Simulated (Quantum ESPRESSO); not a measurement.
Ti2O:

```
CELL_PARAMETERS angstrom
2.91940 0.00000 0.00000
-1.45970 2.52827 0.00000
0.00000 0.00000 4.71300
ATOMIC_POSITIONS crystal
Ti 0.33333 0.66667 0.72126
Ti 0.66667 0.33333 0.27874
O 0.00000 0.00000 0.00000
```

Base run:

- Program: Quantum ESPRESSO 7.5
- Functional: PBEsol
- Potentials or basis: GBRV 1.5 PBEsol
- Cutoff: 612 eV
- Density cutoff: 4898 eV
- k mesh: 10 × 10 × 6
- Occupations: fermi-dirac, width 0.05 eV
- Spin: no spin polarisation
- Hubbard terms: Ti d U = 3 eV

Its results: band gap on the k mesh none (metal or under the smearing width); pressure 9.4 GPa; largest force 1.220 eV/Å.

Q: The run is repeated on the same cell with these changes: hubbard terms from Ti d U = 3 eV to Ti d U = 2 eV. What comes out?

A: Band gap on the k mesh none (metal or under the smearing width); pressure 7.8 GPa; largest force 1.248 eV/Å.

Caveats: U without spin polarisation on a metal has little footing; forces of over 1 eV/Å show positions far from the minimum, so gaps and moduli don't describe the material at rest.

Not every run made on this cell is shown here.
